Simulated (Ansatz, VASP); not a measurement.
**Two plane-wave programs on H**

```
H
1.0
     1.68975   -2.79998    0.00000
     1.68975    2.79998    0.00000
     0.00000    0.00000    6.47161
H
4
Direct
  0.56781 0.43219 0.99951
  0.43219 0.56781 0.00049
  0.43219 0.56781 0.49951
  0.56781 0.43219 0.50049
```

Change from the starting cell: strain +0.025 along x and y, +0.025 along z, atoms carried along.

Alike in both runs: task single point; functional LDA; k mesh 8 × 8 × 4; occupations gaussian, width 0.05 eV; no spin polarisation.

|  | VASP | Ansatz |
| --- | --- | --- |
| version | VASP 6.6.1 | Ansatz 0.2.0 |
| potentials or method | VASP PAW LDA potentials, release 64 (H) | scalar-relativistic, plane waves, PAW |
| plane-wave cutoff (eV) | 520 | 420 |
| valence electrons in the cell | 4 | 4 |

Ansatz gave:

| Quantity | Value |
| --- | --- |
| gap on the k mesh at the Fermi level (eV) | 7.76 |
| least direct gap on the mesh (eV) | 7.76 |
| pressure (GPa) | 0.0 |
| largest component of the traceless stress (GPa) | 0.62 |
| rms of the force components (eV/Å) | 0.175 |

Q: Which values does VASP return?

A: gap on the k mesh at the Fermi level (eV): 7.75; least direct gap on the mesh (eV): 7.76; pressure (GPa): -0.2; largest component of the traceless stress (GPa): 0.64; rms of the force components (eV/Å): 0.183.

Atom by atom the forces differ by 0.008 eV/Å (rms over components).

A k mesh can miss the band edges.
